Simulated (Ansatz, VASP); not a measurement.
BeTe: VASP beside Ansatz

```
Be Te
1.0
     0.00000   -2.80286   -2.80286
     2.80286    0.00000   -2.80286
     2.80286   -2.80286    0.00000
Be Te
1 1
Cartesian
  0.0000 0.0000 0.0000
  4.2043 -4.2043 -4.2043
```

Alike in both runs: functional PBEsol; k mesh 8 × 8 × 8; occupations gaussian, width 0.02 eV; no spin polarisation.

Ansatz relaxed the structure, and its values are those at the end. VASP's run is a single point on that final structure, the one shown.

```csv
,VASP,Ansatz
version,VASP 6.6.1,Ansatz 0.2.0
potentials or method,"VASP PAW PBE potentials, release 64 (Be, Te)","scalar-relativistic, plane waves, PAW"
plane-wave cutoff (eV),520,420
valence electrons in the cell,8,18
```

```csv
,VASP,Ansatz,Ansatz less VASP
gap on the k mesh at the Fermi level (eV),1.82,1.84,+0.018
least direct gap on the mesh (eV),3.59,3.61,+0.021
pressure (GPa),0.2,0.0,-0.26
```

The functional is the same, so the differences come from potentials, cutoffs and numerics. The two sets of potentials don't hold the same shells in valence.

Caveats: the PAW data sets were made with another functional, which shifts forces and pressure a little (VASP); spin-orbit coupling is left out, which moves the levels of the heavy elements. As with any semilocal functional, this PBEsol gap is likely too small. A k mesh can miss the band edges.
